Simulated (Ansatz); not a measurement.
Crystal: AlN.

```xyz
4
Lattice="3.1130 0.0000 0.0000 -1.5565 2.6959 0.0000 0.0000 0.0000 4.9810" Properties=species:S:1:pos:R:3 pbc="T T T"
Al    1.5565    0.8986    2.4905
Al    0.0000    1.7973    0.0000
N     1.5565    0.8986    4.3833
N     0.0000    1.7973    1.8928
```

| Quantity | Value |
| --- | --- |
| Program | Ansatz 0.2.0 |
| Task | relaxation of cell and atoms |
| Functional | BLYP |
| Potentials or basis | Ansatz PAW |
| Cutoff | 420 eV (not typed: the program's choice for these potentials) |
| k mesh | 10 × 10 × 6 |
| Occupations | fermi-dirac, width 0.05 eV |
| Spin | no spin polarisation |

At the start: volume 10.45 Å³/atom.

Question: Where does the relaxation end?

Answer: It ends after 7 steps and the volume is 10.80 Å³/atom (+3.4 %); space group P6_3mc (No. 186, to 0.05 Å).

Step by step:
```tsv
step	energy change (eV)	largest force (eV/Å)	volume (Å³)
1	0.0000	0.1131	41.80
2	-0.0189	0.0811	42.49
3	-0.0234	0.0356	43.14
4	-0.0235	0.0060	43.16
5	-0.0295	0.0062	43.16
6	-0.0294	0.0000	43.22
7	-0.0296	0.0000	43.22
```

Final structure:
```
CELL_PARAMETERS angstrom
3.14254 0.00000 0.00000
-1.57127 2.72152 0.00000
0.00000 0.00000 5.05326
ATOMIC_POSITIONS crystal
Al 0.66667 0.33333 0.49965
Al 0.33333 0.66667 0.99965
N 0.66667 0.33333 0.88035
N 0.33333 0.66667 0.38035
```

Caveat: the plane-wave basis is chosen anew once the cell has moved, so the energies of steps on either side of that aren't comparable; the pressure holds a Pulay correction of +0.6 GPa for the finite cutoff; the PAW data sets come from PBE, with cores solved anew for the run's functional, which leaves a small shift of forces and pressure.
